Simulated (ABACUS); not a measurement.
Input of an ABACUS 3.10.1 run:

File INPUT:

```
INPUT_PARAMETERS
suffix              As
calculation         scf
basis_type          pw
pseudo_dir          ./
symmetry            1
dft_functional      pbe
ecutwfc             84
pseudo_rcut         10
nspin               1
nbands              19
ks_solver           dav
smearing_method     fd
smearing_sigma      0.00367493
scf_thr             1e-08
scf_nmax            100
mixing_type         broyden
mixing_beta         0.7
cal_force           1
cal_stress          1
kpar                4
```

STRU

```
ATOMIC_SPECIES
As 74.9216 As.upf

LATTICE_CONSTANT
1.8897261246

LATTICE_VECTORS
1.8807968987 1.0858785957 3.5140619945
-1.8807968987 1.0858785957 3.5140619945
0.0000000000 -2.1717571915 3.5140619945

ATOMIC_POSITIONS
Direct

As
0.0
2
0.2260000000 0.2260000000 0.2260000000 1 1 1
0.7740000000 0.7740000000 0.7740000000 1 1 1
```

The input KPT:

```
K_POINTS
0
Gamma
9 9 9 0 0 0
```

Potentials or basis: PseudoDojo NC SR 0.4.1 PBE standard, plane waves.

Command:

```console
$ OMP_NUM_THREADS=1 mpirun -np 4 abacus > log
```

Q: Estimate the largest force.

A: 0.440 eV/Å.

Q: What does it give for the pressure?

A: 3.8 GPa.

Q: What does it give for the band gap on the k mesh?

A: None (metal or under the smearing width).

Stress tensor (GPa, compression positive):
```
4.09 0.00 0.00
0.00 4.09 0.00
0.00 0.00 3.28
```
